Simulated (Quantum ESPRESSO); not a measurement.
## CuAu3 under changes of volume

One of the cells (15.761 Å³/atom); the others are scaled copies at fixed shape and fractional positions:

```xyz
4
Lattice="3.9800 0.0000 0.0000 0.0000 3.9800 0.0000 0.0000 0.0000 3.9800" Properties=species:S:1:pos:R:3 pbc="T T T"
Au    1.9900    1.9900    0.0000
Au    1.9900    0.0000    1.9900
Au    0.0000    1.9900    1.9900
Cu    0.0000    0.0000    0.0000
```

```yaml
Program: Quantum ESPRESSO 7.5
Functional: PBEsol
Potentials_or_basis: GBRV 1.5 PBEsol
Cutoff: 762 eV
Density_cutoff: 6095 eV
k_mesh: 7 × 7 × 7
Occupations: fermi-dirac, width 0.05 eV
Spin: no spin polarisation
```

```csv
volume (Å³/atom),energy over the lowest point (meV/atom),pressure (GPa)
14.816,26.98,11.1
15.131,9.63,6.4
15.446,1.00,2.3
15.761,0.00,-1.3
16.076,5.68,-4.5
16.392,17.17,-7.2
16.707,?,?
```

Problem. What does the run at 16.707 Å³/atom give?

Solution. Energy over the lowest point 33.71 meV/atom; pressure -9.6 GPa.

Worked out: A Birch-Murnaghan fit of order 3 (a polynomial in V^(-2/3)) to the other rows has its minimum at 15.65 Å³/atom with B0 = V·E''(V) = 176 GPa and B' = 5.8. It gives 33.70 meV/atom at 16.707 Å³/atom, against the run's 33.71, and -dE/dV = -9.6 GPa, against -9.6.

Energies are extrapolated to zero smearing.
